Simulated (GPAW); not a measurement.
# AlN (honeycomb monolayer): G0W0 with GPAW, start to end, part 2 of 2

How does a plane-wave GW calculation on AlN (honeycomb monolayer) run from the first input to the gap?

GPAW 26.7.0; LDA and many-body steps on it, plane waves. Known limits of the many-body steps: short of the basis limit.

So far. Step 3 (Bands along the symmetry lines): The gap is 3.003 eV, as in the run before at this level. Step 4 (Empty states on the mesh, 12×12×1 mesh, 224 bands): On this mesh the gap is 3.003 eV.

## Step 5: Screening and self-energy, 12×12×1 mesh, 99 bands, screening to 60 eV

G0W0 replaces the xc potential by the self-energy, built once from these orbitals. Only a window of levels is corrected, while the sums run over the empty bands that the input names.

This step: G0W0 on LDA, plane waves, PAW.

run.py

```python
import json
import numpy as np
from gpaw.mpi import world
from gpaw.response.g0w0 import G0W0

gw = G0W0('full.gpw',
    filename='gw',
    kpts=[0, 9],
    bands=(2, 6),
    ecut=60,
    nbands=99,
    truncation='2D',
    integrate_gamma='sphere',
    q0_correction=True,
    frequencies={'type': 'nonlinear', 'domega0': 0.15, 'omega2': 15.0},
    eta=0.1,
    nblocksmax=True)
gw.calculate()
res = {mode: {k: v for k, v in r.items() if k != 'sigma_eskwn'}
       for mode, r in gw.all_results.items()}

if world.rank == 0:
    with open('result.json', 'w') as f:
        json.dump(res, f, default=lambda x: x.tolist())
```

The run is started by

```bash
$ mpirun -n 4 gpaw python run.py
```

Output:

```text
Using integrator: PointIntegrator
NonLinearFrequencyDescriptor(from 0.000 to 78.187 eV, 166 points)
Nonperiodic BCs:  [False False  True]
Using integrator: PointIntegrator
NonLinearFrequencyDescriptor(from 0.000 to 78.187 eV, 166 points)
Nonperiodic BCs:  [False False  True]
Applying analytical 2D correction to W:
    Evaluating Gamma point contribution to W on a 13x13x1 grid
  ___  _ _ _
 |   || | | |
 | | || | | |
 |__ ||_____|
 |___|

BZ k-points: Symmetries present (total): 12

  [... matrices ...]
144 k-points: 12 x 12 x 1 Monkhorst-Pack grid + [1/24,1/24,0.000000]
19 k-points in the irreducible part of the Brillouin zone
       k-points in crystal coordinates                weights
   0:    -0.00000000   -0.00000000    0.00000000          1/144
   1:     0.08333333   -0.00000000    0.00000000          6/144
   2:     0.16666667   -0.08333333    0.00000000          6/144
   3:     0.16666667   -0.00000000    0.00000000          6/144
   4:     0.25000000   -0.08333333    0.00000000         12/144
   5:     0.25000000   -0.00000000    0.00000000          6/144
   6:     0.33333333   -0.16666667    0.00000000          6/144
   7:     0.33333333   -0.08333333    0.00000000         12/144
   8:     0.33333333   -0.00000000    0.00000000          6/144
   9:     0.33333333    0.33333333    0.00000000          2/144
          ...
  18:     0.50000000    0.50000000    0.00000000          3/144

Distributing spins, k-points and bands (1 x 2 x 4) over 1 process
Number of blocks: 4

Quasi particle states:
k-points (IBZ indices): [0, 9]
Band range: (2, 6)
  [... matrices ...]
Computational parameters:
Plane wave cut-off: 60 eV
Number of bands: 99
Coulomb cutoff: 2D
Broadening: 0.1 eV

fxc modes: GW
Kernel: RPA
Using full-frequency real axis integration
Summing all q:

Calculating screened Coulomb potential
2D Coulomb truncation
NonLinearFrequencyDescriptor(from 0.000 to 78.187 eV, 166 points)
Removing empty qpoint cache files...

Calculating chi0 body with:
    Ground state adapter containing:
    Number of spins: 1
    Number of kpoints: 144
    Number of irreducible kpoints: 19
    Number of completely occupied states: 4
    Number of partially occupied states: 4
    Occupied states memory: 1.38427734375 M / cpu

    Linear response parametrization:
    q_c: [-2.081668e-17, -2.081668e-17, 0.0]
    Number of frequency points: 166
    Planewave cutoff: 60.0
    Number of bands: 99
    Number of planewaves: 81
    Broadening (eta): 0.1
    comm.size: 4
    kncomm.size: 1
    blockcomm.size: 4

    Memory estimate of potentially large arrays:
        chi0_wGG: 4.154686 M / cpu
Integrating chi0 body.

Symmetries of q_c:
    Direct symmetries (Uq -> q): 12
    Indirect symmetries (TUq -> q): 12
In total 24 allowed symmetries.

  [... matrices ...]
19 groups of equivalent kpoints. 86.805556% reduction.

Integral kind: spectral function
Integrating chi0 head and wings.

Symmetries of q_c:
    Direct symmetries (Uq -> q): 12
    Indirect symmetries (TUq -> q): 12
In total 24 allowed symmetries.

  [... matrices ...]
19 groups of equivalent kpoints. 86.805556% reduction.

Integral kind: spectral function wings

Calculating chi0 body with:
    Ground state adapter containing:
    Number of spins: 1
    Number of kpoints: 144
    Number of irreducible kpoints: 19
    Number of completely occupied states: 4
    Number of partially occupied states: 4
[... the further q-points ...]

Results:
f:      Occupation numbers
eps:     KS-eigenvalues [eV]
vxc:     KS vxc [eV]
exx:     Exact exchange [eV]
sigma:   Self-energies [eV]
dsigma:  Self-energy derivatives
Z:       Renormalization factors
qp:      QP-energies [eV]

k-point 0 (0): (-0.000, -0.000, 0.000)                GW
band       f     eps     vxc     exx   sigma  dsigma       Z      qp
                                                                   GW
   2   1.000  -3.803 -18.117 -22.237   2.912  -0.282   0.780  -4.745
   3   1.000  -3.803 -18.117 -22.237   2.912  -0.282   0.780  -4.745
   4   0.000  -0.107  -7.770  -4.256  -2.047  -0.167   0.857   1.151
   5   0.000   2.251  -5.544  -2.887  -1.419  -0.146   0.872   3.330

k-point 1 (9): (0.333, 0.333, 0.000)                GW
band       f     eps     vxc     exx   sigma  dsigma       Z      qp
                                                                   GW
   2   1.000  -6.821 -15.399 -20.466   3.200  -0.353   0.739  -8.201
   3   1.000  -3.110 -15.827 -19.540   2.286  -0.284   0.779  -4.222
   4   0.000   2.942  -8.937  -4.078  -2.904  -0.223   0.818   4.541
   5   0.000   5.105 -10.606  -5.198  -3.119  -0.302   0.768   6.864
```

Run time: 2.2 min. Hardware: 4 MPI ranks of Arm Neoverse V2, shared host; peak memory 1.7 GiB.

This step gave:

* G0W0 gap on the mesh: 5.374 eV
* least direct G0W0 gap on the computed points: 5.896 eV
* Z at the valence top: 0.7789
* Z at the conduction bottom: 0.8572
* starting gap on the mesh: 3.003 eV
* k of the valence top: 0.3333, 0.3333, 0
* k of the conduction bottom: 0, 0, 0

The gap on the mesh goes from 3.00 eV to 5.37 eV, a correction of +2.37 eV.

Limits: finite bands, cutoff and mesh. v1 is the top filled band, c1 the lowest empty one. The levels before and after the correction (eV, zero at the valence-band top of each column):

|  | conduction bottom | valence top |
| --- | --- | --- |
| Kohn-Sham | 3.00 | 0.00 |
| G0W0 | 5.37 | 0.00 |

|  | level | energy (eV) |
| --- | --- | --- |
| Kohn-Sham | Γ v2-v1 | -0.694 |
| Kohn-Sham | Γ c1 | 3.003 |
| Kohn-Sham | Γ c2 | 5.361 |
| Kohn-Sham | (0.333 0.333 0) v2 | -3.711 |
| Kohn-Sham | (0.333 0.333 0) v1 | 0.000 |
| Kohn-Sham | (0.333 0.333 0) c1 | 6.051 |
| Kohn-Sham | (0.333 0.333 0) c2 | 8.215 |
| G0W0 | Γ v2-v1 | -0.522 |
| G0W0 | Γ c1 | 5.374 |
| G0W0 | Γ c2 | 7.552 |
| G0W0 | (0.333 0.333 0) v2 | -3.979 |
| G0W0 | (0.333 0.333 0) v1 | 0.000 |
| G0W0 | (0.333 0.333 0) c1 | 8.763 |
| G0W0 | (0.333 0.333 0) c2 | 11.086 |

## Step 6: Where the time went

Times are wall times on 4 MPI ranks of Arm Neoverse V2, shared host, good to a factor of about two.

| step | time | share | memory (GiB) |
| --- | --- | --- | --- |
| ground state | 4.6 s | 2 % | 0.66 |
| bands along the symmetry lines | 5.2 s | 2 % | 0.71 |
| empty states on the mesh | 2.5 min | 51 % | 1.1 |
| screening and self-energy | 2.2 min | 45 % | 1.7 |

## Step 7: Summary of results

```yaml
lda_gap: 3.00 eV, indirect
g0w0_gap_on_the_mesh: 5.37 eV
gw_settings: 12×12×1 mesh, 99 bands, screening to 60 eV, full frequency, Hilbert transform
known_limits: short of the basis limit
```

In words: G0W0 moves the gap on the mesh from 3.00 eV to 5.37 eV (+2.37 eV), with Z of 0.78 and 0.86 at the edges. Bands and cutoff are finite, so the gap stands short of the basis limit, usually by up to a few tenths of an eV; the mesh is an error of its own. In this program the long-wavelength screening can come out low in d oxides and layered crystals.

[Long decimals in the printed logs are rounded to 6 places.]

[Logs are printed without paths, hosts, clocks, repeated set-up lines and the standing remarks that a program may print on its own settings, such as how far it seeks lower states.]

[Paths, hosts, dates, memory and timing lines, banners, echoed tables and standing remarks are left out of the program output; an Ansatz launch command may be rebuilt from the run's recorded settings. Measured values are a selection of at most five: reports struck by readers or far from the other reports are left out. None is set beside runs whose start may be inverted or whose files or cutoffs have a known fault.]

[Runs of the session that timed out or met a known fault of the program may be left out.]

[Hosts, paths, dates, database ids (printed as entryN), source tags and the programs' standing remarks are cut or masked in the printed files.]

[Where the starting crystal was built by hand or by swapping elements, it need not be the compound's stable phase.]
